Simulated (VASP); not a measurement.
# Zr (P6_3/mmc) in VASP: electric field gradients with PBEsol

Aim: the electric field gradients of Zr with PBEsol.

Everything below comes from runs of VASP 6.6.1. Logs are shortened: lines on timing, memory, paths and dates and some standing lists are left out, and cuts for length are marked.

## Step 1: The structure

It takes space group P6_3/mmc (No. 194, hexagonal). The conventional cell has a = 3.232 Å, b = 3.232 Å, c = 5.147 Å, α = 90.00°, β = 90.00°, γ = 120.00°. Zr (site symmetry -6m2) is surrounded by 12 Zr at 3.18 to 3.23 Å.

## Step 2: Electric field gradients, PBEsol

INCAR reads:

```
SYSTEM = Zr
PREC = Accurate
ENCUT = 600
EDIFF = 1E-7
ISMEAR = -1
SIGMA = 0.05
LREAL = .False.
LASPH = .True.
NELM = 60
ALGO = Normal
ISIF = 2
LWAVE = .False.
LCHARG = .False.
GGA = PS
LEFG = .True.
```

KPOINTS reads:

```
Automatic mesh
0
Gamma
  12 12 7
  0 0 0
```

POSCAR reads:

```
Zr
1.0
    3.2320000000      0.0000000000      0.0000000000
   -1.6160000000      2.7989941050      0.0000000000
    0.0000000000      0.0000000000      5.1470000000
Zr
2
Direct
    0.3333333333      0.6666666667      0.2500000000
    0.6666666667      0.3333333333      0.7500000000
```

Potentials or basis: VASP PAW PBE potentials, release 64 (Zr_sv).

Run with:

```bash
$ cat potpaw_PBE.64/Zr_sv/POTCAR > POTCAR
$ mpirun -np 1 vasp_std > vasp.out
```

OUTCAR:

```text
SYSTEM = Zr
   PREC = Accurate
   ENCUT = 600
   EDIFF = 1E-7
   ISMEAR = -1
   LREAL = .False.
   LASPH = .True.
   NELM = 60
   ISIF = 2
   GGA = PS

 ion  position               nearest neighbor table
   1  0.333  0.667  0.250-   2 3.18   2 3.18   2 3.18   2 3.18   2 3.18   2 3.18
   2  0.667  0.333  0.750-   1 3.18   1 3.18   1 3.18   1 3.18   1 3.18   1 3.18

  LATTYP: Found a hexagonal cell.
 ALAT       =     3.2320000000
 C/A-ratio  =     1.5925123762

  Lattice vectors:

 A1 = (   3.2320000000,   0.0000000000,   0.0000000000)
 A2 = (  -1.6160000000,   2.7989941050,   0.0000000000)
 A3 = (   0.0000000000,   0.0000000000,   5.1470000000)

Analysis of symmetry for initial positions (statically):
=====================================================================
 Subroutine PRICEL returns:
 Original cell was already a primitive cell.

 Routine SETGRP: Setting up the symmetry group for a
 hexagonal supercell.

 Subroutine GETGRP returns: Found 24 space group operations
 (whereof 12 operations were pure point group operations)
 out of a pool of 24 trial point group operations.

The static configuration has the point symmetry D_3d.
 The point group associated with its full space group is D_6h.

Analysis of symmetry for dynamics (positions and initial velocities):
=====================================================================
 Subroutine PRICEL returns:
 Original cell was already a primitive cell.

 Routine SETGRP: Setting up the symmetry group for a
 hexagonal supercell.

 Subroutine GETGRP returns: Found 24 space group operations
 (whereof 12 operations were pure point group operations)
 out of a pool of 24 trial point group operations.

The dynamic configuration has the point symmetry D_3d.
 The point group associated with its full space group is D_6h.

 Subroutine INISYM returns: Found 24 space group operations
 (whereof 12 operations are pure point group operations),
 and found     1 'primitive' translations

----------------------------------------------------------------------------------------

                                     Primitive cell

  volume of cell :      46.5616

  direct lattice vectors                    reciprocal lattice vectors
[... 120 lines left out ...]
  volume of cell :       46.56
 maximum number of plane-waves:      1580
 NGX is ok and might be reduce to    28
   NGX = 13   NGY = 13   NGZ = 21

 number of electron      24.0000000 magnetization

 Free energy of the ion-electron system (eV)
  ---------------------------------------------------
  ext. energy  EPLUGINS =         0.00000000
  ---------------------------------------------------
  free energy    TOTEN  =       -18.15195335 eV

  energy without entropy =      -18.13265980  energy(sigma->0) =      -18.14230657

 E-fermi :   8.8673     XC(G=0): -11.2024

 val. band max:        8.8637349843   @ k =   0.0833   0.0833   0.1429
 cond. band min:       8.8751579027   @ k =   0.0000   0.0000   0.4286
 fundamental gap:      0.0114229185
 Fermi energy:         8.8673411356

 k-point     1 :       0.0000    0.0000    0.0000
  band No.  band energies     occupation
      1     -39.8724      2.00000
      2     -39.7162      2.00000
      3     -18.4264      2.00000
      4     -17.5487      2.00000
      5     -17.5487      2.00000
      6     -17.4085      2.00000
[... 433 lines left out ...]
      3     -18.1962      2.00000
      4     -18.0069      2.00000
      5     -17.9347      2.00000
      6     -17.6987      2.00000
[... 8 lines left out ...]
     15      10.0631      0.00000
     16      12.3314      0.00000

 [... further k-points ...]
[... 5 lines left out ...]
  --------------------------------------------------------------------------------------
  -------------------------------------------------------------------------------------
  Total       -0.9833011     -0.9833011     -0.8222829      0.0000000      0.0000000      0.0000000
  in kB      -33.8352668    -33.8352668    -28.2946501      0.0000000      0.0000000      0.0000000
  external PRESSURE =     -31.9883946 kB  Pullay stress =       0.0000000 kB

 VOLUME and BASIS-vectors are now :
 -----------------------------------------------------------------------------
  energy-cutoff  :      600.00
  volume of cell :       46.56
      direct lattice vectors                 reciprocal lattice vectors
     3.232000000  0.000000000  0.000000000     0.309405941  0.178635603  0.000000000
    -1.616000000  2.798994105  0.000000000     0.000000000  0.357271206  0.000000000
     0.000000000  0.000000000  5.147000000     0.000000000  0.000000000  0.194287935

 POSITION                                       TOTAL-FORCE (eV/Angst)
 -----------------------------------------------------------------------------------
     -0.00000      1.86600      1.28675         0.000000     -0.000000      0.000000
      1.61600      0.93300      3.86025        -0.000000      0.000000      0.000000
 -----------------------------------------------------------------------------------
    total drift:                               -0.000000      0.000000     -0.000000

  FREE ENERGIE OF THE ION-ELECTRON SYSTEM (eV)
  ---------------------------------------------------
  free  energy   TOTEN  =       -18.1519533454 eV

  energy  without entropy=      -18.1326597980  energy(sigma->0) =      -18.14230657

 Electric field gradients (V/A^2)
---------------------------------------------------------------------
 ion       V_xx      V_yy      V_zz      V_xy      V_xz      V_yz
---------------------------------------------------------------------
   1     -20.294   -20.294    40.589     0.000     0.000    -0.000
   2     -20.294   -20.294    40.589     0.000    -0.000     0.000
---------------------------------------------------------------------

 Electric field gradients after diagonalization (V/A^2)
 (convention: |V_zz| > |V_xx| > |V_yy|)
----------------------------------------------------------------------
 ion       V_xx      V_yy      V_zz     asymmetry (V_yy - V_xx)/ V_zz
----------------------------------------------------------------------
   1     -20.294   -20.294    40.589       0.000
   2     -20.294   -20.294    40.589       0.000
----------------------------------------------------------------------

           NMR quadrupolar parameters

 Cq : quadrupolar parameter    Cq=e*Q*V_zz/h
 eta: asymmetry parameters     (V_yy - V_xx)/ V_zz
 Q  : nuclear electric quadrupole moment in mb (millibarn)
----------------------------------------------------------------------
 ion       Cq(MHz)       eta       Q (mb)
----------------------------------------------------------------------
   1       0.098       0.000       1.000
   2       0.098       0.000       1.000
----------------------------------------------------------------------
```

Wall time 51 s (1 thread of AMD EPYC 7R13 (Zen 3), shared host); peak memory 0.17 GiB.

What came out:

- Free energy: -18.1520 eV
- Pressure: -3.2 GPa
- Band gap on the k mesh: none (metal or under the smearing width)

Stress tensor (GPa, compression positive):
```
-3.38  0.00  0.00
 0.00 -3.38  0.00
 0.00  0.00 -2.83
```

Electric field gradients, principal values (V/Å²):
| atom | Vxx | Vyy | Vzz |
| --- | --- | --- | --- |
| 1 Zr | -20.294 | -20.294 | 40.589 |
| 2 Zr | -20.294 | -20.294 | 40.589 |

Caveat: the PAW data sets were made with another functional, which shifts forces and pressure a little.
